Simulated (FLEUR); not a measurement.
# MgS (Niningerite) (Fm-3m) in FLEUR: notebook

One crystal, MgS (Niningerite), is run at these levels: r2SCAN; tasks: band structure, equation of state.

Everything below comes from runs of FLEUR MaX-R8.1 (later development tree). Logs are shortened: lines on timing, memory, paths and dates and some standing lists are left out, and cuts for length are marked.

**1. The structure**

Symmetry: Fm-3m, No. 225, cubic system. The conventional cell has a = 5.203 Å, b = 5.203 Å, c = 5.203 Å, α = 90.00°, β = 90.00°, γ = 90.00°. S (site symmetry m-3m) is surrounded by 6 Mg at 2.60 Å. Mg (site symmetry m-3m) is surrounded by 6 S at 2.60 Å.

**2. Band structure, r2SCAN**

Contents of inp.xml:

```xml
<?xml version="1.0" encoding="UTF-8" standalone="no"?>
<fleurInput fleurInputVersion="0.39">
   <comment>
      MgS                                                                                                 
   </comment>
   <calculationSetup>
      <cutoffs Kmax="4.3" Gmax="13.3" GmaxXC="13.3" numbands="0"/>
      <scfLoop itmax="80" minDistance="0.0001" maxIterBroyd="30" imix="Anderson" alpha="0.05" precondParam="0.0" spinf="2.0" sdNocoIR="T"/>
      <coreElectrons ctail="F" frcor="F" kcrel="0" coretail_lmax="0"/>
      <xcFunctional name="LibXC" relativisticCorrections="F">
         <LibXCName exchange="mgga_x_r2scan" correlation="mgga_c_r2scan"/>
         <AuxGGA exchange="117" correlation="130"/>
      </xcFunctional>
      <magnetism jspins="1"/>
      <soc l_soc="F" theta="0.0" phi="0.0" spav="F"/>
      <expertModes spex="0" secvar="F"/>
      <geometryOptimization l_f="F" forcealpha="1.0" forcemix="BFGS" epsdisp="0.00001" epsforce="0.00001"/>
      <ldaU l_linMix="F" mixParam="0.05" spinf="1.0"/>
   </calculationSetup>
   <cell>
      <bzIntegration valenceElectrons="16.0" mode="hist" fermiSmearingEnergy="0.00183747">
         <kPointListSelection listName="default-1"/>
         <!-- k-points included here -->
         <xi:include xmlns:xi="http://www.w3.org/2001/XInclude" href="kpts.xml"> </xi:include>
      </bzIntegration>
[... 32 lines left out ...]
         </electronConfig>
         <energyParameters s="3" p="2" d="3" f="4"/>
         <lo type="SCLO" l="0" n="2" eDeriv="0"/>
         <lo type="HELO" l="1" n="3" eDeriv="0"/>
         <lo type="HELO" l="1" n="3" eDeriv="1"/>
         <lo type="SCLO" l="2" n="3" eDeriv="2"/>
         <lo type="SCLO" l="3" n="4" eDeriv="2"/>
      </species>
   </atomSpecies>
   <atomGroups>
      <atomGroup species="Sulfur (S)">
         <relPos label="                   1">1.000/2.000 1.000/2.000 1.000/2.000</relPos>
         <force calculate="T" relaxXYZ="TTT"/>
      </atomGroup>
      <atomGroup species="Magnesium (Mg)">
         <relPos label="                   2">.0000000000 .0000000000 .0000000000</relPos>
         <force calculate="T" relaxXYZ="TTT"/>
      </atomGroup>
   </atomGroups>
   <output dos="F" band="F" slice="F">
      <checks vchk="F" cdinf="F"/>
      <bandDOS minEnergy="-.5*Htr" maxEnergy="0.5*Htr" sigma="0.015" storeEVData="T"/>
      <vacuumDOS vacdos="F" integ="F" star="F" nstars="0" locx1="0.0" locy1="0.0" locx2="0.0" locy2="0.0" nstm="0" tworkf="0.0"/>
      <unfoldingBand unfoldBand="F" supercellX="1" supercellY="1" supercellZ="1"/>
      <plotting iplot="0" polar="F">
         <plot TwoD="T" vec1="  1.0  0.0  0.0" vec2="  0.0  1.0  0.0" vec3="  0.0  0.0  1.0" zero="  0.0  0.0  0.0" file="plot"/>
      </plotting>
      <chargeDensitySlicing numkpt="0" minEigenval="0.0" maxEigenval="0.0" nnne="0" pallst="F"/>
      <specialOutput eonly="F"/>
      <moessbauerParams electricFieldGradient="T" isomerShift="T" coreHyperfine="T" valenceHyperfine="T"/>
      <magneticCircularDichroism mcd="F" energyLo="-10.0" energyUp="0.0"/>
   </output>
  <!-- We include the file relax.xml here to enable relaxations (see documentation) -->
  <xi:include xmlns:xi="http://www.w3.org/2001/XInclude" href="relax.xml"> <xi:fallback/> </xi:include>
</fleurInput>
```

Contents of crystal.txt:

```
MgS
&input cartesian=F /
0.0000000000  2.6016500000  2.6016500000
2.6016500000  0.0000000000  2.6016500000
2.6016500000  2.6016500000  0.0000000000
1.8897261246
1.0 1.0 1.0

2
16 0.5000000000  0.5000000000  0.5000000000
12 0.0000000000  0.0000000000  0.0000000000

&kpt div1=9 div2=9 div3=9 gamma=T /
```

Contents of inp.xml (bands):

```
<?xml version="1.0" encoding="UTF-8" standalone="no"?>
<fleurInput fleurInputVersion="0.39">
   <comment>
      MgS                                                                                                 
   </comment>
   <calculationSetup>
      <cutoffs Kmax="4.3" Gmax="13.3" GmaxXC="13.3" numbands="0"/>
      <scfLoop itmax="80" minDistance="0.0001" maxIterBroyd="30" imix="Anderson" alpha="0.05" precondParam="0.0" spinf="2.0" sdNocoIR="T"/>
      <coreElectrons ctail="F" frcor="F" kcrel="0" coretail_lmax="0"/>
      <xcFunctional name="LibXC" relativisticCorrections="F">
         <LibXCName exchange="mgga_x_r2scan" correlation="mgga_c_r2scan"/>
         <AuxGGA exchange="117" correlation="130"/>
      </xcFunctional>
      <magnetism jspins="1"/>
      <soc l_soc="F" theta="0.0" phi="0.0" spav="F"/>
      <expertModes spex="0" secvar="F"/>
      <geometryOptimization l_f="F" forcealpha="1.0" forcemix="BFGS" epsdisp="0.00001" epsforce="0.00001"/>
      <ldaU l_linMix="F" mixParam="0.05" spinf="1.0"/>
   </calculationSetup>
   <cell>
      <bzIntegration valenceElectrons="16.0" mode="hist" fermiSmearingEnergy="0.00183747">
         <kPointListSelection listName="path-1"/>
         <!-- k-points included here -->
         <xi:include xmlns:xi="http://www.w3.org/2001/XInclude" href="kpts.xml"> </xi:include>
      </bzIntegration>
      <!-- symmetry operations included here -->
[... 31 lines left out ...]
         </electronConfig>
         <energyParameters s="3" p="2" d="3" f="4"/>
         <lo type="SCLO" l="0" n="2" eDeriv="0"/>
         <lo type="HELO" l="1" n="3" eDeriv="0"/>
         <lo type="HELO" l="1" n="3" eDeriv="1"/>
         <lo type="SCLO" l="2" n="3" eDeriv="2"/>
         <lo type="SCLO" l="3" n="4" eDeriv="2"/>
      </species>
   </atomSpecies>
   <atomGroups>
      <atomGroup species="Sulfur (S)">
         <relPos label="                   1">1.000/2.000 1.000/2.000 1.000/2.000</relPos>
         <force calculate="T" relaxXYZ="TTT"/>
      </atomGroup>
      <atomGroup species="Magnesium (Mg)">
         <relPos label="                   2">.0000000000 .0000000000 .0000000000</relPos>
         <force calculate="T" relaxXYZ="TTT"/>
      </atomGroup>
   </atomGroups>
   <output dos="F" band="T" slice="F">
      <checks vchk="F" cdinf="F"/>
      <bandDOS minEnergy="-.5*Htr" maxEnergy="0.5*Htr" sigma="0.015" storeEVData="T"/>
      <vacuumDOS vacdos="F" integ="F" star="F" nstars="0" locx1="0.0" locy1="0.0" locx2="0.0" locy2="0.0" nstm="0" tworkf="0.0"/>
      <unfoldingBand unfoldBand="F" supercellX="1" supercellY="1" supercellZ="1"/>
      <plotting iplot="0" polar="F">
         <plot TwoD="T" vec1="  1.0  0.0  0.0" vec2="  0.0  1.0  0.0" vec3="  0.0  0.0  1.0" zero="  0.0  0.0  0.0" file="plot"/>
      </plotting>
      <chargeDensitySlicing numkpt="0" minEigenval="0.0" maxEigenval="0.0" nnne="0" pallst="F"/>
      <specialOutput eonly="F"/>
      <moessbauerParams electricFieldGradient="T" isomerShift="T" coreHyperfine="T" valenceHyperfine="T"/>
      <magneticCircularDichroism mcd="F" energyLo="-10.0" energyUp="0.0"/>
   </output>
  <!-- We include the file relax.xml here to enable relaxations (see documentation) -->
  <xi:include xmlns:xi="http://www.w3.org/2001/XInclude" href="relax.xml"> <xi:fallback/> </xi:include>
</fleurInput>
```

Potentials or basis: all-electron, FLAPW.

The run is started by

```sh
$ inpgen -f crystal.txt -profile fastHighL
$ # inp.xml edited to the form shown
$ fleur_MPI
$ fleur_MPI   # second run, on inp.xml (bands)
```

Output:

```text
Welcome to FLEUR        (www.flapw.de)
      MaX-Release 8.1          (www.max-centre.eu)
 func_ids         498         497         498         497
 MetaGGA potential functional detected - V_tau will be computed
 Auxiliary Potential for radial basis: exchange=         117  correlation=         130
The functional 'Re-regularized SCAN exchange by Furness et al' is an exchange functional, it belongs to the 'MGGA' family and is defined in the reference(s):
[1] J. W. Furness, A. D. Kaplan, J. Ning, J. P. Perdew, and J. Sun.,  J. Phys. Chem. Lett. 11, 8208-8215 (2020)
[2] J. W. Furness, A. D. Kaplan, J. Ning, J. P. Perdew, and J. Sun.,  J. Phys. Chem. Lett. 11, 9248-9248 (2020)
The functional 'Re-regularized SCAN correlation by Furness et al' is a correlation functional, it belongs to the 'MGGA' family and is defined in the reference(s):
[1] J. W. Furness, A. D. Kaplan, J. Ning, J. P. Perdew, and J. Sun.,  J. Phys. Chem. Lett. 11, 8208-8215 (2020)
[2] J. W. Furness, A. D. Kaplan, J. Ning, J. P. Perdew, and J. Sun.,  J. Phys. Chem. Lett. 11, 9248-9248 (2020)
 Using same functional for VXC and EXC

 ========== k-point set info ==========
 Selected k-point list: default-1
 k-point list type: mesh
 9 x 9 x 9
 Number of k points: 35

 ------------Calculation Setup---------------------------
 Number of MPI-tasks      :            1
 Number of PE/node        :            1
 Number of OMP-threads    :            1
 Most efficient MPI parallelization for:
           1           5           7          35
 Additional eigenvalue parallelization possible
 Number of basis functions:          401
 Approximate size of matrices (H+S) per k-point:         0.002 GB
 --------------------------------------------------------
The functional 'Hammer, Hansen, and Norskov' is an exchange functional, it belongs to the 'GGA' family and is defined in the reference(s):
[1] B. Hammer, L. B. Hansen, and J. K. Nørskov.,  Phys. Rev. B 59, 7413 (1999)
The functional 'Perdew, Burke & Ernzerhof' is a correlation functional, it belongs to the 'GGA' family and is defined in the reference(s):
[1] J. P. Perdew, K. Burke, and M. Ernzerhof.,  Phys. Rev. Lett. 77, 3865 (1996)
[2] J. P. Perdew, K. Burke, and M. Ernzerhof.,  Phys. Rev. Lett. 78, 1396 (1997)
 Using same functional for VXC and EXC
 Using auxiliary GGA potential for the first iteration of MetaGGA calculation.
 Reset of history
 Reset of history
 Iteration:     1   Distance:      13.86209219 me/bohr^3
The functional 'Hammer, Hansen, and Norskov' is an exchange functional, it belongs to the 'GGA' family and is defined in the reference(s):
[1] B. Hammer, L. B. Hansen, and J. K. Nørskov.,  Phys. Rev. B 59, 7413 (1999)
The functional 'Perdew, Burke & Ernzerhof' is a correlation functional, it belongs to the 'GGA' family and is defined in the reference(s):
[1] J. P. Perdew, K. Burke, and M. Ernzerhof.,  Phys. Rev. Lett. 77, 3865 (1996)
[2] J. P. Perdew, K. Burke, and M. Ernzerhof.,  Phys. Rev. Lett. 78, 1396 (1997)
 Using same functional for VXC and EXC
 Iteration:     2   Distance:      12.93533714 me/bohr^3
The functional 'Hammer, Hansen, and Norskov' is an exchange functional, it belongs to the 'GGA' family and is defined in the reference(s):
[1] B. Hammer, L. B. Hansen, and J. K. Nørskov.,  Phys. Rev. B 59, 7413 (1999)
The functional 'Perdew, Burke & Ernzerhof' is a correlation functional, it belongs to the 'GGA' family and is defined in the reference(s):
[1] J. P. Perdew, K. Burke, and M. Ernzerhof.,  Phys. Rev. Lett. 77, 3865 (1996)
[2] J. P. Perdew, K. Burke, and M. Ernzerhof.,  Phys. Rev. Lett. 78, 1396 (1997)
 Using same functional for VXC and EXC
 Iteration:     3   Distance:      12.09484361 me/bohr^3
The functional 'Hammer, Hansen, and Norskov' is an exchange functional, it belongs to the 'GGA' family and is defined in the reference(s):
[1] B. Hammer, L. B. Hansen, and J. K. Nørskov.,  Phys. Rev. B 59, 7413 (1999)
The functional 'Perdew, Burke & Ernzerhof' is a correlation functional, it belongs to the 'GGA' family and is defined in the reference(s):
[1] J. P. Perdew, K. Burke, and M. Ernzerhof.,  Phys. Rev. Lett. 77, 3865 (1996)
[2] J. P. Perdew, K. Burke, and M. Ernzerhof.,  Phys. Rev. Lett. 78, 1396 (1997)
 Using same functional for VXC and EXC
 Iteration:     4   Distance:       4.31503360 me/bohr^3
The functional 'Hammer, Hansen, and Norskov' is an exchange functional, it belongs to the 'GGA' family and is defined in the reference(s):
[1] B. Hammer, L. B. Hansen, and J. K. Nørskov.,  Phys. Rev. B 59, 7413 (1999)
The functional 'Perdew, Burke & Ernzerhof' is a correlation functional, it belongs to the 'GGA' family and is defined in the reference(s):
[1] J. P. Perdew, K. Burke, and M. Ernzerhof.,  Phys. Rev. Lett. 77, 3865 (1996)
[2] J. P. Perdew, K. Burke, and M. Ernzerhof.,  Phys. Rev. Lett. 78, 1396 (1997)
 Using same functional for VXC and EXC
 Iteration:     5   Distance:       2.20764432 me/bohr^3
The functional 'Hammer, Hansen, and Norskov' is an exchange functional, it belongs to the 'GGA' family and is defined in the reference(s):
[1] B. Hammer, L. B. Hansen, and J. K. Nørskov.,  Phys. Rev. B 59, 7413 (1999)
The functional 'Perdew, Burke & Ernzerhof' is a correlation functional, it belongs to the 'GGA' family and is defined in the reference(s):
[1] J. P. Perdew, K. Burke, and M. Ernzerhof.,  Phys. Rev. Lett. 77, 3865 (1996)
[2] J. P. Perdew, K. Burke, and M. Ernzerhof.,  Phys. Rev. Lett. 78, 1396 (1997)
 Using same functional for VXC and EXC
 Iteration:     6   Distance:       0.59024162 me/bohr^3
The functional 'Hammer, Hansen, and Norskov' is an exchange functional, it belongs to the 'GGA' family and is defined in the reference(s):
[1] B. Hammer, L. B. Hansen, and J. K. Nørskov.,  Phys. Rev. B 59, 7413 (1999)
The functional 'Perdew, Burke & Ernzerhof' is a correlation functional, it belongs to the 'GGA' family and is defined in the reference(s):
[1] J. P. Perdew, K. Burke, and M. Ernzerhof.,  Phys. Rev. Lett. 77, 3865 (1996)
[2] J. P. Perdew, K. Burke, and M. Ernzerhof.,  Phys. Rev. Lett. 78, 1396 (1997)
 Using same functional for VXC and EXC
[... 19 lines left out ...]
[2] J. P. Perdew, K. Burke, and M. Ernzerhof.,  Phys. Rev. Lett. 78, 1396 (1997)
 Using same functional for VXC and EXC
 Iteration:    10   Distance:       0.01476237 me/bohr^3
The functional 'Hammer, Hansen, and Norskov' is an exchange functional, it belongs to the 'GGA' family and is defined in the reference(s):
[1] B. Hammer, L. B. Hansen, and J. K. Nørskov.,  Phys. Rev. B 59, 7413 (1999)
The functional 'Perdew, Burke & Ernzerhof' is a correlation functional, it belongs to the 'GGA' family and is defined in the reference(s):
[1] J. P. Perdew, K. Burke, and M. Ernzerhof.,  Phys. Rev. Lett. 77, 3865 (1996)
[2] J. P. Perdew, K. Burke, and M. Ernzerhof.,  Phys. Rev. Lett. 78, 1396 (1997)
 Using same functional for VXC and EXC
 Iteration:    11   Distance:       0.00754813 me/bohr^3
The functional 'Hammer, Hansen, and Norskov' is an exchange functional, it belongs to the 'GGA' family and is defined in the reference(s):
[1] B. Hammer, L. B. Hansen, and J. K. Nørskov.,  Phys. Rev. B 59, 7413 (1999)
The functional 'Perdew, Burke & Ernzerhof' is a correlation functional, it belongs to the 'GGA' family and is defined in the reference(s):
[1] J. P. Perdew, K. Burke, and M. Ernzerhof.,  Phys. Rev. Lett. 77, 3865 (1996)
[2] J. P. Perdew, K. Burke, and M. Ernzerhof.,  Phys. Rev. Lett. 78, 1396 (1997)
 Using same functional for VXC and EXC
 Iteration:    12   Distance:       0.00148882 me/bohr^3
The functional 'Hammer, Hansen, and Norskov' is an exchange functional, it belongs to the 'GGA' family and is defined in the reference(s):
[1] B. Hammer, L. B. Hansen, and J. K. Nørskov.,  Phys. Rev. B 59, 7413 (1999)
The functional 'Perdew, Burke & Ernzerhof' is a correlation functional, it belongs to the 'GGA' family and is defined in the reference(s):
[1] J. P. Perdew, K. Burke, and M. Ernzerhof.,  Phys. Rev. Lett. 77, 3865 (1996)
[2] J. P. Perdew, K. Burke, and M. Ernzerhof.,  Phys. Rev. Lett. 78, 1396 (1997)
 Using same functional for VXC and EXC
 Iteration:    13   Distance:       0.00029346 me/bohr^3
The functional 'Hammer, Hansen, and Norskov' is an exchange functional, it belongs to the 'GGA' family and is defined in the reference(s):
[1] B. Hammer, L. B. Hansen, and J. K. Nørskov.,  Phys. Rev. B 59, 7413 (1999)
The functional 'Perdew, Burke & Ernzerhof' is a correlation functional, it belongs to the 'GGA' family and is defined in the reference(s):
[1] J. P. Perdew, K. Burke, and M. Ernzerhof.,  Phys. Rev. Lett. 77, 3865 (1996)
[2] J. P. Perdew, K. Burke, and M. Ernzerhof.,  Phys. Rev. Lett. 78, 1396 (1997)
 Using same functional for VXC and EXC
 Iteration:    14   Distance:       0.00007093 me/bohr^3

 ********************************************************************
 Run finished successfully
 Stop message:
   all done
 ********************************************************************
```

It took 36 s on 1 thread of Arm Neoverse V2, shared host; peak memory 0.07 GiB.

What came out:

- Free energy: -16323.4153 eV
- Band gap on the k mesh: 3.59 eV, indirect (least direct gap 4.62 eV)
- Band gap along the path: 3.46 eV, indirect (least direct gap 4.62 eV)
- Valence electrons inside the program's atomic spheres: S 4.91; Mg 8.51 (radii S 2.28, Mg 2.28 bohr)

Levels at the corners of the path, in eV from the valence-band top:
| point | band 4 | band 5 | band 6 | band 7 | band 8 | band 9 | band 10 | band 11 | band 12 | band 13 |
| --- | --- | --- | --- | --- | --- | --- | --- | --- | --- | --- |
| Γ | -42.79 | -13.19 | 0.00 | 0.00 | 0.00 | 4.62 | 8.49 | 8.49 | 8.49 | 10.85 |
| X | -42.80 | -11.47 | -4.27 | -1.73 | -1.73 | 3.46 | 4.90 | 13.13 | 13.33 | 14.58 |
| W | -42.80 | -11.43 | -3.28 | -3.28 | -2.34 | 5.92 | 8.59 | 8.59 | 8.80 | 15.53 |
| K | -42.80 | -11.47 | -3.76 | -3.20 | -1.40 | 4.55 | 7.31 | 10.40 | 10.90 | 12.97 |
| Γ | -42.79 | -13.19 | 0.00 | 0.00 | 0.00 | 4.62 | 8.49 | 8.49 | 8.49 | 10.85 |
| L | -42.79 | -11.85 | -4.88 | -0.62 | -0.62 | 5.20 | 7.49 | 7.49 | 11.29 | 13.21 |
| U | -42.80 | -11.47 | -3.76 | -3.20 | -1.40 | 4.55 | 7.31 | 10.40 | 10.90 | 12.97 |
| W | -42.80 | -11.43 | -3.28 | -3.28 | -2.34 | 5.92 | 8.59 | 8.59 | 8.80 | 15.53 |
| L | -42.79 | -11.85 | -4.88 | -0.62 | -0.62 | 5.20 | 7.49 | 7.49 | 11.29 | 13.21 |
| K | -42.80 | -11.47 | -3.76 | -3.20 | -1.40 | 4.55 | 7.31 | 10.40 | 10.90 | 12.97 |
| U | -42.80 | -11.47 | -3.76 | -3.20 | -1.40 | 4.55 | 7.31 | 10.40 | 10.90 | 12.97 |
| X | -42.80 | -11.47 | -4.27 | -1.73 | -1.73 | 3.46 | 4.90 | 13.13 | 13.33 | 14.58 |

Core levels (eV from the Fermi level):
```csv
atom,levels
1 S,"1s1/2 -2397.8, 2s1/2 -203.6, 2p1/2 -149.0, 2p3/2 -147.7"
2 Mg,1s1/2 -1254.5
```

Caveat: the meta-GGA is that of a development version, with a GGA for the radial functions and cores and without core tails; the mesh misses the band edges, which the band path finds closer together. r2SCAN opens gaps a little over a GGA but as a rule still falls short of measured ones.

[end of part 1 of 2]
